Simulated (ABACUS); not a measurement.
**Li under changes of volume**

One of the cells (21.354 Å³/atom); the others are scaled copies at fixed shape and fractional positions:

```xyz
1
Lattice="0.0000 2.2020 2.2020 2.2020 0.0000 2.2020 2.2020 2.2020 0.0000" Properties=species:S:1:pos:R:3 pbc="T T T"
Li    0.0000    0.0000    0.0000
```

This isn't the form of Li at room conditions, which is bcc.

```yaml
Program: ABACUS 3.10.1
Functional: PBE
Potentials_or_basis: PseudoDojo NC SR 0.4.1 PBE standard
Cutoff: 1361 eV
Density_cutoff: 5442 eV
Basis: DZP LCAO (the cutoffs set its grid)
k_mesh: 10 × 10 × 10
Occupations: fermi-dirac, width 0.05 eV
Spin: no spin polarisation
```

```csv
volume (Å³/atom),energy over the lowest point (meV/atom),pressure (GPa)
20.073,?,?
20.500,0.00,-0.1
20.927,0.74,-0.4
21.354,2.14,-0.6
21.781,4.16,-0.9
22.208,6.80,-1.1
22.635,9.96,-1.3
```

**Question.** What does the run at 20.073 Å³/atom give?

**Answer.** Energy over the lowest point 0.04 meV/atom; pressure 0.2 GPa.

Worked out: A Birch-Murnaghan fit of order 3 (a polynomial in V^(-2/3)) to the other rows has its minimum at 20.27 Å³/atom, just outside them, with B0 = V·E''(V) = 13.0 GPa (rough, since the energies scatter). It gives -0.02 meV/atom at 20.073 Å³/atom, against the run's 0.04, and -dE/dV = 0.1 GPa, against 0.2.

Energies are extrapolated to zero smearing.

Caveats: the atomic orbitals were generated for these runs and aren't a published set; the basis of atomic orbitals isn't converged, which shifts pressures, moduli and gaps.
